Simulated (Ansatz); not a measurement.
CsI (CsCl type, Pm-3m), a = b = c = 4.4014 Å, α = β = γ = 90.00°.

Relaxed with LDA.

Give the optical modes at the zone centre with their infrared and Raman activity from DFPT, the program Ansatz at the LDA level (PAW).

Transverse frequencies, without the LO–TO term; a row sums one degenerate level.

```
ω (cm⁻¹)  degeneracy  IR ((D/Å)²/amu)  Raman (Å⁴/amu)  activity  symmetry
--------  ----------  ---------------  --------------  --------  --------
68                 3             1.85               0        IR       T1u
```

How high does the top mode go among those that the LO–TO term moves?

94 cm⁻¹ for q along x.

The cell was relaxed with LDA under the symmetry of its start; phonons on a q-mesh show no instability. Scalar-relativistic: spin–orbit coupling is off unless named, which matters more the heavier the elements.

Potentials: the later of the program's two PAW sets.
